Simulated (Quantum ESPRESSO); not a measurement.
## TePb in Quantum ESPRESSO: the effect of exact exchange

Crystal: TePb.

```
Pb Te
1.0
     0.00000    3.23100    3.23100
     3.23100    0.00000    3.23100
     3.23100    3.23100    0.00000
Pb Te
1 1
Direct
  0.00000 0.00000 0.00000
  0.50000 0.50000 0.50000
```

Alike in all runs:

| Property | Result |
| --- | --- |
| Program | Quantum ESPRESSO 7.5 |
| Task | single point |
| Functional | r2SCAN-X |
| Potentials or basis | SG15 PBE 1.2 |
| Cutoff | 952 eV |
| Density cutoff | 3810 eV |
| k mesh | 2 × 2 × 2 |
| Occupations | fixed |
| Spin | no spin polarisation |

| exact exchange | gap on the mesh (eV) |
| --- | --- |
| 0.05 | 1.25 |
| 0.1 | ? |
| 0.15 | 1.74 |
| 0.25 | 2.23 |
| 0.35 | 2.73 |
| 0.5 | 3.49 |

Problem. What does the run with exact exchange 0.1 give?

Solution. gap on the mesh 1.50 eV.

Worked out: A straight line through the other rows of the gap on the mesh, of slope 4.98 eV per unit of exact exchange, gives 1.49 eV, against the run's 1.50.

Caveats: all runs use coarse meshes; the mesh is coarse for exact exchange, which widens gaps; spin-orbit coupling is left out, which as a rule narrows the gap of such compounds by several tenths of an eV.

A k mesh can miss the band edges.

Runs at the PBE level aren't shown here.
